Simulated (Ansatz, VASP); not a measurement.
# Two plane-wave programs on WC

```
W C
1.0
     2.91210    0.00000    0.00000
    -1.45605    2.52195    0.00000
     0.00000    0.00000    2.83611
W C
1 1
Cartesian
  0.0000 0.0000 0.0000
  1.4560 0.8407 1.4181
```

Alike in both runs: functional r2SCAN; k mesh 18 × 18 × 14; occupations gaussian, width 0.1 eV; no spin polarisation.

Ansatz relaxed the structure, and its values are those at the end. VASP's run is a single point on that final structure, the one shown.

```csv
,VASP,Ansatz
version,VASP 6.6.1,Ansatz 0.2.0
potentials or method,"VASP PAW PBE potentials, release 64 (W_sv, C)","scalar-relativistic, plane waves, PAW"
plane-wave cutoff (eV),520,500
valence electrons in the cell,18,18
```

```csv
,VASP,Ansatz,Ansatz less VASP
gap on the k mesh at the Fermi level (eV),none,none,-
pressure (GPa),1.9,0.0,-1.89
```

A gap of «none» marks a metal or a gap that the smearing closes.

Caveats: the PAW data sets were made with another functional, which shifts forces and pressure a little (VASP). The runs have no spin-orbit coupling, so splittings on W are missing.
